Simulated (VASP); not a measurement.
# PbSe (Clausthalite) (Fm-3m) in VASP: a series of runs

PbSe (Clausthalite) is run at these levels: PBEsol; tasks: single point.

All numbers are computed with VASP 6.6.1; they aren't measurements. Logs are shortened: lines on timing, memory, paths and dates and some standing lists are left out, and cuts for length are marked.

**What was measured.**

From a printed reference work, monograph, for a bulk crystal of PbSe: band gap 0.15 eV (direct) at 4.2 K; band gap 0.28 eV (direct) at 300 K.

The runs below are set against these values where they give the same quantity.

### 1 The cell of the first run

It takes space group Fm-3m (No. 225, cubic). The conventional cell has a = 6.121 Å, b = 6.121 Å, c = 6.121 Å, α = 90.00°, β = 90.00°, γ = 90.00°. Pb (site symmetry m-3m) has 6 Se at 3.06 Å within 4.0 Å. Within 4.0 Å of Se (site symmetry m-3m) lie 6 Pb at 3.06 Å.

### 2 Single point, PBEsol

INCAR

```
PREC = Accurate ; ENCUT = 520
EDIFF = 1E-6 ; ISMEAR = 0
SIGMA = 0.1 ; LREAL = F
LASPH = T ; NELM = 100
ALGO = Normal ; ISIF = 2
LWAVE = F ; LCHARG = T
GGA = PS ; LELF = T
LVHAR = T ; NBANDS = 17
```

KPOINTS

```
regular mesh
0
Gamma
  6 6 6
```

POSCAR

```
PbSe
1.0
    0.0000000000      3.0606500000      3.0606500000
    3.0606500000      0.0000000000      3.0606500000
    3.0606500000      3.0606500000      0.0000000000
Pb Se
1 1
Direct
    0.0000000000      0.0000000000      0.0000000000
    0.5000000000      0.5000000000      0.5000000000
```

Potentials or basis: VASP PAW PBE potentials, release 64 (Pb_d, Se).

On the command line:

```sh
cat potpaw_PBE.64/Pb_d/POTCAR potpaw_PBE.64/Se/POTCAR > POTCAR
mpirun -np 1 vasp_std > vasp.out
```

OUTCAR:

```text
PREC = Accurate
   ENCUT = 520
   EDIFF = 1E-6
   ISMEAR = 0
   LREAL = F
   LASPH = T
   NELM = 100
   ISIF = 2
   GGA = PS

 ion  position               nearest neighbor table
   1  0.000  0.000  0.000-   2 3.06   2 3.06   2 3.06   2 3.06   2 3.06   2 3.06
   2  0.500  0.500  0.500-   1 3.06   1 3.06   1 3.06   1 3.06   1 3.06   1 3.06

  LATTYP: Found a face centered cubic cell.
 ALAT       =     6.1213000000

  Lattice vectors:

 A1 = (   0.0000000000,   3.0606500000,   3.0606500000)
 A2 = (   3.0606500000,   0.0000000000,   3.0606500000)
 A3 = (   3.0606500000,   3.0606500000,   0.0000000000)

Analysis of symmetry for initial positions (statically):
=====================================================================
 Subroutine PRICEL returns:
 Original cell was already a primitive cell.

 Routine SETGRP: Setting up the symmetry group for a
 face centered cubic supercell.

 Subroutine GETGRP returns: Found 48 space group operations
 (whereof 48 operations were pure point group operations)
 out of a pool of 48 trial point group operations.

The static configuration has the point symmetry O_h .

Analysis of symmetry for dynamics (positions and initial velocities):
=====================================================================
 Subroutine PRICEL returns:
 Original cell was already a primitive cell.

 Routine SETGRP: Setting up the symmetry group for a
 face centered cubic supercell.

 Subroutine GETGRP returns: Found 48 space group operations
 (whereof 48 operations were pure point group operations)
 out of a pool of 48 trial point group operations.

The dynamic configuration has the point symmetry O_h .

 Subroutine INISYM returns: Found 48 space group operations
 (whereof 48 operations are pure point group operations),
 and found     1 'primitive' translations

----------------------------------------------------------------------------------------

                                     Primitive cell

  volume of cell :      57.3418

  direct lattice vectors                    reciprocal lattice vectors
     0.000000000  3.060650000  3.060650000    -0.163363991  0.163363991  0.163363991
     3.060650000  0.000000000  3.060650000     0.163363991 -0.163363991  0.163363991
     3.060650000  3.060650000  0.000000000     0.163363991  0.163363991 -0.163363991

[... 69 lines left out ...]
   LNONCOLLINEAR =      F non collinear calculations
   LSORBIT =      F    spin-orbit coupling
   LASPH  =      T    aspherical Exc in radial PAW
   ENCUT  =  520.0 eV  38.22 Ry    6.18 a.u.   8.05  8.05  8.05*2*pi/ulx,y,z
   NELM   =    100;   NELMIN=  2; NELMDL= -5     # of ELM steps
   EDIFF  = 0.1E-05   stopping-criterion for ELM
   LREAL  =      F    real-space projection
   EDIFFG = 0.1E-04   stopping-criterion for IOM
   NSW    =      0    number of steps for IOM
   IBRION =     -1    ionic relax: 0-MD 1-quasi-New 2-CG
   NFREE  =      0    steps in history (QN), initial steepest desc. (CG)
   ISIF   =      2    stress and relaxation
   ISYM   =      2    0-nonsym 1-usesym 2-fastsym
   POTIM  = 0.5000    time-step for ionic-motion
   TEBEG  =    0.0;   TEEND  =   0.0 temperature during run
   PSTRESS=    0.0 pullay stress
   NELECT =      20.0000    total number of electrons
   NUPDOWN=      -1.0000    fix difference up-down
   EMIN   =  10.00;   EMAX   =-10.00  energy-range for DOS
   EFERMI =   0.00;   METHOD = LEGACY
   ISMEAR =     0;   SIGMA  =   0.10  broadening in eV -4-tet -1-fermi 0-gaus
   EFERMI_NEDOS =   21; number of points for ismear=-14 and -15
   IALGO  =     38    algorithm
   IMIX   =      4    mixing-type and parameters
     AMIX     =   0.40;   BMIX     =  1.00
     AMIX_MAG =   1.60;   BMIX_MAG =  1.00
  volume/ion in A,a.u.               =      28.67       193.48
  Fermi-wavevector in a.u.,A,eV,Ry     =   1.152377  2.177676 18.068159  1.327972
  Thomas-Fermi vector in A             =   2.289028
   LORBIT       =      0    0 simple, 1 ext, 2 COOP (PROOUT), +10 PAW based schemes
   GGA     = PS    functional components
   LHFCALC =     F    Hartree Fock is set to
   AEXX    =    0.0000 exact exchange contribution
   IVDW    =     0    specifies the selected vdW correction
   LEPSILON=     F    determine dielectric tensor
   LRPA    =     F    only Hartree local field effects (RPA)
 non-spin polarized calculation
 Gauss-broadening in eV      SIGMA  =   0.10
  energy-cutoff  :      520.00
  volume of cell :       57.34
 maximum number of plane-waves:      1572
   NGX = 17   NGY = 17   NGZ = 17

 number of electron      20.0000000 magnetization

 Free energy of the ion-electron system (eV)
  ---------------------------------------------------
  ext. energy  EPLUGINS =         0.00000000
  ---------------------------------------------------
  free energy    TOTEN  =        -8.92050796 eV

  energy without entropy =       -8.91977609  energy(sigma->0) =       -8.92014202

 E-fermi :   5.0088     XC(G=0):  -9.7207

 val. band max:        4.9063556960   @ k =   0.5000   0.0000   0.0000
 cond. band min:       5.1112091786   @ k =   0.5000   0.0000   0.0000
 fundamental gap:      0.2048534826
 Fermi energy:         5.0087824366

 k-point     1 :       0.0000    0.0000    0.0000
  band No.  band energies     occupation
      1     -11.8351      2.00000
      2     -11.8351      2.00000
      3     -11.8351      2.00000
      4     -11.8337      2.00000
      5     -11.8337      2.00000
      6      -8.7004      2.00000
[... 297 lines left out ...]
      4     -11.8062      2.00000
      5     -11.7893      2.00000
      6      -7.2263      2.00000
[... 9 lines left out ...]
     16      16.5367      0.00000
     17      17.5878      0.00000

------------------------ aborting loop because EDIFF is reached ----------------------------------------

  FORCE on cell =-STRESS in cart. coord.  units (eV):
  Direction    XX          YY          ZZ          XY          YZ          ZX
  --------------------------------------------------------------------------------------
  -------------------------------------------------------------------------------------
  Total       -0.2038018     -0.2038018     -0.2038018      0.0000000     -0.0000000      0.0000000
  in kB       -5.6943964     -5.6943964     -5.6943964      0.0000000     -0.0000000      0.0000000
  external PRESSURE =      -5.6943964 kB  Pullay stress =       0.0000000 kB

 VOLUME and BASIS-vectors are now :
 -----------------------------------------------------------------------------
  energy-cutoff  :      520.00
  volume of cell :       57.34
      direct lattice vectors                 reciprocal lattice vectors
     0.000000000  3.060650000  3.060650000    -0.163363991  0.163363991  0.163363991
     3.060650000  0.000000000  3.060650000     0.163363991 -0.163363991  0.163363991
     3.060650000  3.060650000  0.000000000     0.163363991  0.163363991 -0.163363991

 POSITION                                       TOTAL-FORCE (eV/Angst)
 -----------------------------------------------------------------------------------
      0.00000      0.00000      0.00000        -0.000000     -0.000000     -0.000000
      3.06065      3.06065      3.06065         0.000000      0.000000      0.000000
 -----------------------------------------------------------------------------------
    total drift:                                0.000000     -0.000000     -0.000000

  FREE ENERGIE OF THE ION-ELECTRON SYSTEM (eV)
  ---------------------------------------------------
  free  energy   TOTEN  =        -8.9205079584 eV

  energy  without entropy=       -8.9197760906  energy(sigma->0) =       -8.92014202
```

OSZICAR:

```text
N       E                     dE             d eps       ncg     rms          rms(c)
DAV:   1     0.158090231236E+03    0.15809E+03   -0.96214E+03   544   0.119E+03
DAV:   2     0.194257037068E+01   -0.15615E+03   -0.15125E+03   604   0.307E+02
DAV:   3    -0.889111993911E+01   -0.10834E+02   -0.10734E+02   659   0.864E+01
DAV:   4    -0.917420184869E+01   -0.28308E+00   -0.28275E+00   678   0.155E+01
DAV:   5    -0.918462641162E+01   -0.10425E-01   -0.10424E-01   780   0.282E+00    0.265E+00
DAV:   6    -0.892712128614E+01    0.25751E+00   -0.63614E-01   799   0.582E+00    0.151E+00
DAV:   7    -0.892024569724E+01    0.68756E-02   -0.98989E-02   662   0.157E+00    0.810E-01
DAV:   8    -0.892088141868E+01   -0.63572E-03   -0.10393E-02   701   0.109E+00    0.142E-01
DAV:   9    -0.892048714918E+01    0.39427E-03   -0.25151E-03   801   0.451E-01    0.451E-02
DAV:  10    -0.892050752734E+01   -0.20378E-04   -0.16811E-04   637   0.760E-02    0.153E-02
DAV:  11    -0.892050813240E+01   -0.60506E-06   -0.20932E-05   772   0.449E-02    0.472E-03
DAV:  12    -0.892050795838E+01    0.17402E-06   -0.13976E-06   430   0.153E-02
   1 F= -.89205080E+01 E0= -.89201420E+01  d E =-.731868E-03
```

It took 9.7 s on 1 thread of Intel Xeon 6975P-C (Granite Rapids), shared host; peak memory 0.17 GiB.

Results:

| Quantity | Value |
| --- | --- |
| Free energy | -8.9205 eV |
| Pressure | -0.6 GPa |
| Band gap on the k mesh | 0.20 eV, direct |

Levels at points of the mesh, in eV from the valence-band top:
```tsv
k point	band 7	band 8	band 9	band 10	band 11	band 12	band 13	band 14
(0.00, 0.00, 0.00)	-6.33	-1.87	-1.87	-1.87	4.68	4.68	4.68	6.45
(0.50, 0.00, 0.00)	-8.83	-1.46	-1.46	0.00	0.20	1.66	1.66	8.41
(0.50, 0.50, 0.00)	-7.40	-5.02	-3.25	-3.25	3.58	5.59	5.59	6.01
```

Caveat: the PAW data sets were made with another functional, which shifts forces and pressure a little; spin-orbit coupling is left out, which moves the levels of the heavy elements.

### 3 Single point, PBEsol

This run uses another cell than the first one, of 28.42 Å³/atom, 0.991 times its volume.

INCAR

```
PREC = Accurate
ENCUT = 520
EDIFF = 1E-6
ISMEAR = 0
SIGMA = 0.01
LREAL = F
LASPH = T
NELM = 60
ALGO = Normal
ISIF = 2
LWAVE = F
LCHARG = F
GGA = PS
NBANDS = 17
```

KPOINTS

```
regular mesh
0
Gamma
  10 10 10
```

POSCAR

```
PbSe
1.0
    0.0000000000      3.0515521252      3.0515521252
    3.0515521252      0.0000000000      3.0515521252
    3.0515521252      3.0515521252      0.0000000000
Pb Se
1 1
Direct
    0.0000000000      0.0000000000      0.0000000000
    0.5000000000      0.5000000000      0.5000000000
```

Potentials or basis: VASP PAW PBE potentials, release 64 (Pb_d, Se).

On the command line:

```sh
cat potpaw_PBE.64/Pb_d/POTCAR potpaw_PBE.64/Se/POTCAR > POTCAR
mpirun -np 1 vasp_std > vasp.out
```

It took 15 s on 1 thread of Intel Xeon 6975P-C (Granite Rapids), shared host; peak memory 0.2 GiB.

Results (log left out):

```
Free energy            : -8.9167 eV
Pressure               : 0.0 GPa
Band gap on the k mesh : 0.17 eV, direct
```

Levels at points of the mesh, in eV from the valence-band top:
```csv
k point,band 8,band 9,band 10,band 11,band 12,band 13
"(0.00, 0.00, 0.00)",-1.92,-1.92,-1.92,4.69,4.69,4.69
"(0.50, 0.00, 0.00)",-1.50,-1.50,0.00,0.17,1.62,1.62
"(0.50, 0.50, 0.00)",-5.11,-3.31,-3.31,3.54,5.61,5.61
```

Caveat: the PAW data sets were made with another functional, which shifts forces and pressure a little; spin-orbit coupling is left out, which moves the levels of the heavy elements.

### 4 Single point, PBEsol

This run uses another cell than the first one, of 28.42 Å³/atom, 0.991 times its volume.

INCAR

```
SYSTEM = PbSe
ALGO = Normal
EDIFF = 1E-6
ENCUT = 520
GGA = PS
ISIF = 2
ISMEAR = 0
LASPH = .True.
LCHARG = .False.
LREAL = .False.
LWAVE = .False.
NBANDS = 17
NELM = 80
PREC = Accurate
SIGMA = 0.01
```

KPOINTS

```
k-points
0
Gamma
  10 10 10
  0 0 0
```

POSCAR is that of step 3.

Potentials or basis: VASP PAW PBE potentials, release 64 (Pb_d, Se).

On the command line:

```sh
cat potpaw_PBE.64/Pb_d/POTCAR potpaw_PBE.64/Se/POTCAR > POTCAR
mpirun -np 1 vasp_std > vasp.out
```

OUTCAR:

```text
SYSTEM = PbSe
   EDIFF = 1E-6
   ENCUT = 520
   GGA = PS
   ISIF = 2
   ISMEAR = 0
   LASPH = .True.
   LREAL = .False.
   NELM = 80
   PREC = Accurate

 ion  position               nearest neighbor table
   1  0.000  0.000  0.000-   2 3.05   2 3.05   2 3.05   2 3.05   2 3.05   2 3.05
   2  0.500  0.500  0.500-   1 3.05   1 3.05   1 3.05   1 3.05   1 3.05   1 3.05

  LATTYP: Found a face centered cubic cell.
 ALAT       =     6.1031042504

  Lattice vectors:

 A1 = (   0.0000000000,   3.0515521252,   3.0515521252)
 A2 = (   3.0515521252,   0.0000000000,   3.0515521252)
 A3 = (   3.0515521252,   3.0515521252,   0.0000000000)

Analysis of symmetry for initial positions (statically):
=====================================================================
 Subroutine PRICEL returns:
 Original cell was already a primitive cell.

 Routine SETGRP: Setting up the symmetry group for a
 face centered cubic supercell.

 Subroutine GETGRP returns: Found 48 space group operations
 (whereof 48 operations were pure point group operations)
 out of a pool of 48 trial point group operations.

The static configuration has the point symmetry O_h .

[... 158 lines left out ...]
  energy without entropy =       -8.91665228  energy(sigma->0) =       -8.91665228

 E-fermi :   5.0811     XC(G=0):  -9.7599

 val. band max:        5.0294593685   @ k =   0.5000   0.0000   0.0000
 cond. band min:       5.2014789875   @ k =   0.5000   0.0000   0.0000
 fundamental gap:      0.1720196190
 Fermi energy:         5.0811248205

 k-point     1 :       0.0000    0.0000    0.0000
  band No.  band energies     occupation
      1     -11.7390      2.00000
      2     -11.7390      2.00000
      3     -11.7390      2.00000
      4     -11.7378      2.00000
      5     -11.7378      2.00000
      6      -8.6605      2.00000
[... 457 lines left out ...]
      4     -11.7036      2.00000
      5     -11.7010      2.00000
      6      -7.5397      2.00000
[... 9 lines left out ...]
     16      15.7343      0.00000
     17      16.4530      0.00000

 [... further k-points ...]

------------------------ aborting loop because EDIFF is reached ----------------------------------------

  FORCE on cell =-STRESS in cart. coord.  units (eV):
  Direction    XX          YY          ZZ          XY          YZ          ZX
  --------------------------------------------------------------------------------------
  -------------------------------------------------------------------------------------
  Total       -0.0045210     -0.0045210     -0.0045210      0.0000000      0.0000000      0.0000000
  in kB       -0.1274539     -0.1274539     -0.1274539      0.0000000      0.0000000      0.0000000
  external PRESSURE =      -0.1274539 kB  Pullay stress =       0.0000000 kB

 VOLUME and BASIS-vectors are now :
 -----------------------------------------------------------------------------
  energy-cutoff  :      520.00
  volume of cell :       56.83
      direct lattice vectors                 reciprocal lattice vectors
     0.000000000  3.051552125  3.051552125    -0.163851043  0.163851043  0.163851043
     3.051552125  0.000000000  3.051552125     0.163851043 -0.163851043  0.163851043
     3.051552125  3.051552125  0.000000000     0.163851043  0.163851043 -0.163851043

 POSITION                                       TOTAL-FORCE (eV/Angst)
 -----------------------------------------------------------------------------------
      0.00000      0.00000      0.00000        -0.000000     -0.000000      0.000000
      3.05155      3.05155      3.05155         0.000000      0.000000     -0.000000
 -----------------------------------------------------------------------------------
    total drift:                                0.000000     -0.000000     -0.000000

  FREE ENERGIE OF THE ION-ELECTRON SYSTEM (eV)
  ---------------------------------------------------
  free  energy   TOTEN  =        -8.9166522804 eV

  energy  without entropy=       -8.9166522804  energy(sigma->0) =       -8.91665228
```

OSZICAR:

```text
N       E                     dE             d eps       ncg     rms          rms(c)
DAV:   1     0.154173463951E+03    0.15417E+03   -0.95085E+03  1614   0.120E+03
DAV:   2     0.226243698697E+01   -0.15191E+03   -0.14636E+03  1657   0.305E+02
DAV:   3    -0.891579481377E+01   -0.11178E+02   -0.11086E+02  2093   0.880E+01
DAV:   4    -0.916934240568E+01   -0.25355E+00   -0.25330E+00  1933   0.148E+01
DAV:   5    -0.917800922262E+01   -0.86668E-02   -0.86664E-02  2317   0.268E+00    0.268E+00
DAV:   6    -0.892373555738E+01    0.25427E+00   -0.61598E-01  2474   0.579E+00    0.152E+00
DAV:   7    -0.891629481483E+01    0.74407E-02   -0.98637E-02  1961   0.158E+00    0.799E-01
DAV:   8    -0.891694808848E+01   -0.65327E-03   -0.97754E-03  2035   0.108E+00    0.124E-01
DAV:   9    -0.891663271097E+01    0.31538E-03   -0.20873E-03  2416   0.431E-01    0.455E-02
DAV:  10    -0.891665333302E+01   -0.20622E-04   -0.14393E-04  1914   0.695E-02    0.161E-02
DAV:  11    -0.891665236348E+01    0.96954E-06   -0.29078E-05  2225   0.543E-02    0.605E-03
DAV:  12    -0.891665228042E+01    0.83056E-07   -0.17187E-06  1613   0.135E-02
   1 F= -.89166523E+01 E0= -.89166523E+01  d E =-.576475E-16
```

stdout:

```text
POSCAR found type information on POSCAR PbSe
 POSCAR found :  2 types and       2 ions
 scaLAPACK will be used
 -----------------------------------------------------------------------------
|                                                                             |
|                                                                             |
|     You enforced a specific xc type in the INCAR file but a different       |
|     I HOPE YOU KNOW WHAT YOU ARE DOING!                                     |
|                                                                             |
 -----------------------------------------------------------------------------

 LDA part: xc-table for (Slater+PW92), standard interpolation
 POSCAR, INCAR and KPOINTS ok, starting setup
 FFT: planning ... GRIDC
 FFT: planning ... GRID_SOFT
 FFT: planning ... GRID
 WAVECAR not read
 entering main loop
```

Run time: 15 s. Hardware: 1 thread of Intel Xeon 6975P-C (Granite Rapids), shared host; peak memory 0.2 GiB.

Results:

| Quantity | Value |
| --- | --- |
| Free energy | -8.9167 eV |
| Pressure | 0.0 GPa |
| Band gap on the k mesh | 0.17 eV, direct |

Levels at points of the mesh, in eV from the valence-band top:
```tsv
k point	band 7	band 8	band 9	band 10	band 11	band 12	band 13	band 14
(0.00, 0.00, 0.00)	-6.32	-1.92	-1.92	-1.92	4.69	4.69	4.69	6.42
(0.50, 0.00, 0.00)	-8.89	-1.50	-1.50	0.00	0.17	1.62	1.62	8.42
(0.50, 0.50, 0.00)	-7.43	-5.11	-3.31	-3.31	3.54	5.61	5.61	6.04
```

Caveat: the PAW data sets were made with another functional, which shifts forces and pressure a little; spin-orbit coupling is left out, which moves the levels of the heavy elements.

### 5 Comparison with measurements

Step 2. Measured gap of PbSe: 0.15 eV (direct; 4.2 K; a printed reference work, monograph). This calculation gives 0.20 eV (+0.05 eV). 2 values of this kind are on record (0.15 to 0.28 eV); this one was drawn at random. Spin-orbit coupling on Pb, Se is left out. The value is that of PBEsol on a finite k mesh, which can miss the band edges, without temperature or zero-point motion.

Step 3. Measured gap of PbSe: 0.15 eV (direct; 4.2 K; a printed reference work, monograph). This calculation gives 0.17 eV (+0.02 eV). 2 values of this kind are on record (0.15 to 0.28 eV); this one was drawn at random. Spin-orbit coupling on Pb, Se is left out. The value is that of PBEsol on a finite k mesh, which can miss the band edges, without temperature or zero-point motion.

Step 4. Against the measured gap of PbSe, 0.28 eV (direct; 300 K; a printed reference work, monograph), the calculated 0.17 eV is off by -0.11 eV. 2 values of this kind are on record (0.15 to 0.28 eV); this one was drawn at random. Spin-orbit coupling on Pb, Se is left out. The value is that of PBEsol on a finite k mesh, which can miss the band edges, without temperature or zero-point motion. Semilocal functionals fall short of measured gaps as a rule.
